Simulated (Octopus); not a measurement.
**BeS under changes of volume**

One of the cells (14.261 Å³/atom); the others are scaled copies at fixed shape and fractional positions:

```
S Be
1.0
     0.00000    2.42500    2.42500
     2.42500    0.00000    2.42500
     2.42500    2.42500    0.00000
S Be
1 1
Direct
  0.75000 0.75000 0.75000
  0.00000 0.00000 0.00000
```

| Quantity | Value |
| --- | --- |
| Program | Octopus 16.4 |
| Functional | PBE |
| Potentials or basis | pseudodojo_pbe (PseudoDojo 0.5, PBE) |
| Grid spacing | 0.127 Å |
| k mesh | 9 × 9 × 9 |
| Occupations | fermi-dirac, width 0.05 eV |
| Spin | no spin polarisation |

| volume (Å³/atom) | energy over the lowest point (meV/atom) | gap on the mesh (eV) |
| --- | --- | --- |
| 13.405 | 26.38 | 3.07 |
| 13.690 | 13.68 | 3.12 |
| 13.975 | 5.39 | 3.16 |
| 14.261 | 0.51 | 3.21 |
| 14.546 | 0.00 | 3.25 |
| 14.831 | 2.43 | 3.29 |
| 15.116 | ? | ? |

Q: What does the run at 15.116 Å³/atom give?

A: Energy over the lowest point 7.70 meV/atom; gap on the mesh 3.32 eV.

Worked out: A Birch-Murnaghan fit of order 3 (a polynomial in V^(-2/3)) to the other rows has its minimum at 14.47 Å³/atom with B0 = V·E''(V) = 100 GPa (rough, since the energies scatter). It gives 8.28 meV/atom at 15.116 Å³/atom, against the run's 7.70. A straight line through the other rows of the gap, of slope 2.18 eV per unit of ln V, extrapolates to 3.33 eV, against the run's 3.32.

Energies are extrapolated to zero smearing.

Caveats: an odd mesh through Γ misses points on the zone boundary, where band edges often lie.
